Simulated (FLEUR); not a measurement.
# HfC: equation of state with BLYP

Crystal: HfC.

```xyz
2
Lattice="0.0000 2.3250 2.3250 2.3250 0.0000 2.3250 2.3250 2.3250 0.0000" Properties=species:S:1:pos:R:3 pbc="T T T"
Hf    2.3250    2.3250    2.3250
C     0.0000    0.0000    0.0000
```

* Program: FLEUR MaX-R8.1 (later development tree)
* Task: equation of state
* Functional: BLYP
* Potentials or basis: all-electron
* Basis: FLAPW
* Kmax: 4.77 1/bohr
* k mesh: 10 × 10 × 10
* Occupations: fermi-dirac, width 0.05 eV
* Spin: no spin polarisation

The equilibrium volume is 12.99 Å³/atom, the bulk modulus is 220 GPa and the pressure derivative of the bulk modulus is 3.9 (rough: it moves with the points fitted).

Energy against volume, from the lowest point:
| volume (Å³/atom) | energy (meV/atom) |
| --- | --- |
| 11.814 | 84.66 |
| 12.065 | 50.38 |
| 12.568 | 9.51 |
| 13.071 | 0.00 |
| 13.322 | 5.29 |

The run has no spin-orbit coupling, so splittings on Hf are missing. Zero-point motion and thermal expansion aren't in these numbers.
